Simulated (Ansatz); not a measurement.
Nb:

```
Nb
1.0
    -1.66395    1.66395    1.66395
     1.66395   -1.66395    1.66395
     1.66395    1.66395   -1.66395
Nb
1
Direct
  0.00000 0.00000 0.00000
```

Program: Ansatz 0.2.0. Alike in all runs: potentials or basis Ansatz PAW; cell as given.

Question: Order these runs on this cell by their pressure, lowest first.
A. level PBE; spin off; k mesh 11 × 11 × 11; cutoff (eV) 420; smearing gaussian 0.016 eV
B. level PBE+D3(BJ)+ATM+U; spin SOC, no magnetisation; U Nb d U = 5 eV; k mesh 11 × 11 × 11; cutoff (eV) 420; smearing fermi-dirac 0.05 eV; points for each segment of the path 14; hubbard projectors atomic; double counting fll (the default)
C. level BLYP; spin off; k mesh 11 × 11 × 11; cutoff (eV) 420; smearing fermi-dirac 0.05 eV; points for each segment of the path 14
D. level r2SCAN; spin SOC, no magnetisation; k mesh 8 × 8 × 8; cutoff (eV) 500; smearing fermi-dirac 0.05 eV; points for each segment of the path 14
E. level PBEsol; spin SOC, no magnetisation; k mesh 11 × 11 × 11; cutoff (eV) 420; smearing fermi-dirac 0.05 eV; points for each segment of the path 14

Answer: B (-17.0 GPa), E (-7.8 GPa), D (-3.6 GPa), A (-1.7 GPa), C (4.1 GPa).

Caveats: the PAW data sets come from PBE, with cores solved anew for the run's functional, which leaves a small shift of forces and pressure (some runs); the potentials were made for another functional, which shifts forces and pressure (some runs); U without spin polarisation on a metal has little footing (some runs); pairwise dispersion overbinds metals, which lowers pressure and volume (some runs); the U is typed as a test and isn't derived for this compound (some runs).

Not every run made on this cell is shown here.
